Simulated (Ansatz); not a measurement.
Runs of Ansatz 0.2.0 on HfO2. Symmetry: P2_1/c, No. 14, monoclinic system. The conventional cell has a = 5.118 Å, b = 5.186 Å, c = 5.284 Å, α = 90.00°, β = 99.35°, γ = 90.00°. Around Hf (site symmetry 1) lie 7 O at 2.03 to 2.25 Å. O (site symmetry 1) is surrounded by 3 Hf at 2.03 to 2.12 Å. Around O (site symmetry 1) lie 4 Hf at 2.14 to 2.25 Å. 

```tsv
task	level	spin	cutoff (eV)	points for each segment of the path	gap on the mesh (eV)	pressure (GPa)	V0 of scaled cells (Å³/atom)	B0 (GPa)	largest force (eV/Å)
equation of state	PBEsol	SOC, no magnetisation	420	-	-	-	(a)	249	-
band structure	r2SCAN	off	500	10	4.72	0.3	-	-	0.46
band structure	SVWN5	off	420	10	4.01	-8.0	-	-	0.42
equation of state	LDA	SOC, no magnetisation	420	-	-	-	(b)	265	-
```

Alike in all rows: potentials or basis Ansatz PAW; cell as given; k mesh 5 × 5 × 5; smearing fermi-dirac 0.05 eV.

Task: Estimate the missing entries.

Result: (a) 11.44; (b) 11.16.

Caveats: the cell was scaled at fixed shape and fractional positions, which overstates the stiffness of a crystal with free parameters, most of all of layers and chains (some runs); the k mesh misses the band edges, so the gap on the mesh is wider than the one along the path (some runs); spin-orbit coupling is left out, which moves the levels of the heavy elements (some runs); the PAW data sets come from PBE, with cores solved anew for the run's functional, which leaves a small shift of forces and pressure (some runs).

A k mesh can miss the band edges, and rows without SOC leave out spin-orbit coupling on Hf.

Runs at the PBE level aren't shown here.
